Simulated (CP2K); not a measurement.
The system is ZrO2.

```
CELL_PARAMETERS angstrom
3.59928 0.00000 0.00000
1.79964 3.11706 0.00000
1.79964 1.03902 2.93880
ATOMIC_POSITIONS crystal
Zr 0.00000 0.00000 0.00000
O 0.75000 0.75000 0.75000
O 0.25000 0.25000 0.25000
```

Measurements of this composition are mostly on another form, of space group No. 14.

Base run:

```yaml
Program: CP2K 2026.2
Functional: PBE
Potentials_or_basis: GTH_POTENTIALS Zr GTH-PBE-q12, O GTH-PBE-q6; DZVP-MOLOPT-SR-GTH basis
Density_cutoff: 8163 eV
k_mesh: 9 × 9 × 9
Occupations: fermi-dirac, width 0.05 eV
Spin: no spin polarisation
```

Its results: band gap on the k mesh 3.38 eV, indirect (least direct gap 3.86 eV); pressure 3.6 GPa.

Problem. The run is repeated on the same cell with these changes: functional from PBE to LDA. What comes out?

Solution. Band gap on the k mesh 3.27 eV, indirect (least direct gap 3.77 eV); pressure -6.8 GPa.

LDA binds more tightly than PBE, so the same cell stands under less pressure.

Caveats: the basis of atomic orbitals isn't converged, which shifts pressures, moduli and gaps; the potentials were made for another functional, which shifts forces and pressure (some runs).

A k mesh can miss the band edges.
